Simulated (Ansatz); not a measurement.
## Te$_{2}$Mo: a prediction, then the measurements

These are results of Ansatz, DFT PBE, scalar-relativistic, plane waves, PAW, not measurements.

Settings: cutoff 420 eV, Γ-centred mesh 12×12×2 on the computed 6-atom cell, Gaussian smearing of 0.02 eV; no spin polarisation.

Relaxed structure, symmetry kept:

```cif
data_structure
_symmetry_space_group_name_H-M 'P6_3/mmc'
_symmetry_Int_Tables_number 194
_cell_length_a 3.5571
_cell_length_b 3.5571
_cell_length_c 15.2047
_cell_angle_alpha 90.000
_cell_angle_beta 90.000
_cell_angle_gamma 120.000
_cell_volume 166.61
loop_
_atom_site_label
_atom_site_type_symbol
_atom_site_symmetry_multiplicity
_atom_site_Wyckoff_symbol
_atom_site_fract_x
_atom_site_fract_y
_atom_site_fract_z
_atom_site_occupancy
Te1 Te 4 f 0.33333 0.66667 0.63109 1
Mo1 Mo 2 c 0.33333 0.66667 0.25000 1
```

* Space group: P6_3/mmc (No. 194)
* Volume per atom: 187.4 bohr³
* Formation energy from the elements' standard states (uncorrected): -0.267 eV/atom
* Kohn–Sham band gap: 0.95 eV, indirect from K to (0.193, 0.195, 0.000)
* Löwdin character of the top 1 eV of the valence band: Mo 4d 56 %, Te 5p 40 %
* Löwdin character of the lowest 1 eV of the conduction band: Mo 4d 66 %, Te 5p 28 %
* Electron masses at the edge by Cartesian direction of the standard setting (m_e; degenerate bands sorted by energy; no spin-orbit coupling): x: 0.69; y: 0.48; z: 0.63
* Hole masses at the edge by Cartesian direction of the standard setting (m_e; degenerate bands sorted by energy; no spin-orbit coupling): x: 0.66; y: 0.66; z: 2.2
* Bader charges (e): Te (4 in the cell) -0.31, Mo (2 in the cell) 0.61

Spin-orbit coupling is left out, which matters for the bands of heavy elements. Each cell of Te2Mo holds layers, and where no dispersion correction was added their binding is poorly described.

**Experimental background.**

From “MBE growth of 2H-MoTe2 and 1T'-MoTe2 on 3D substrates”, 2017, arxiv:1705.00651, for a bulk crystal of Te2Mo: lattice constant a 3.52085 Å; lattice constant c 13.9664 Å.

“Broadband infrared study of pressure-tunable Fano resonance and metallization transition in 2H-MoTe2”, 2022, pmc:9569381 quotes, for a bulk crystal of Te2Mo at 300 K: band gap 0.88 ± 0.05 eV (indirect).

Against the measured lattice constant a of Te2Mo, 3.52085 Å (quoted in the paper above), the calculated 3.557 Å is off by +1.0 %. A measured lattice constant c of Te2Mo is 13.9664 Å (quoted in the paper above); the calculated 15.205 Å misses it by +8.9 %. So large a difference can come from the functional (as between layers that it hardly binds), but also from another choice of axes, another phase or a misread value. The calculation is for 0 K without zero-point motion. Against the measured band gap of Te2Mo, 0.88 eV (indirect; 300 K; quoted in the paper above), the calculated 0.95 eV is off by +0.07 eV. 2 values of this kind are on record (0.88 to 0.96 eV); this one was drawn at random among those near their median, those with a stated uncertainty first. Kohn–Sham gaps of semilocal functionals fall short of measured ones as a rule; spin-orbit coupling, left out here, would usually lower the calculated gap of a compound with heavy elements.